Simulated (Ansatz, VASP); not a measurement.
**Ag in VASP and in Ansatz**

```
CELL_PARAMETERS angstrom
2.90715 0.00000 0.00000
-1.45358 2.51767 0.00000
0.00000 0.00000 9.46690
ATOMIC_POSITIONS crystal
Ag 0.33333 0.66667 0.25000
Ag 0.66667 0.33333 0.75000
Ag 0.00000 0.00000 0.00000
Ag 0.00000 0.00000 0.50000
```

Alike in both runs: functional PBE; k mesh 18 × 18 × 4; occupations gaussian, width 0.1 eV; no spin polarisation.

Ansatz relaxed the structure, and its values are those at the end. VASP's run is a single point on that final structure, the one shown.

```csv
,VASP,Ansatz
version,VASP 6.6.1,Ansatz 0.2.0
potentials or method,"VASP PAW PBE potentials, release 64 (Ag)","scalar-relativistic, plane waves, PAW"
plane-wave cutoff (eV),520,420
valence electrons in the cell,44,76
```

```tsv
	VASP	Ansatz	Ansatz less VASP
gap on the k mesh at the Fermi level (eV)	none	none	-
pressure (GPa)	2.8	3.0	+0.15
```

A gap of «none» marks a metal or a gap that the smearing closes. The two sets of potentials don't hold the same shells in valence.
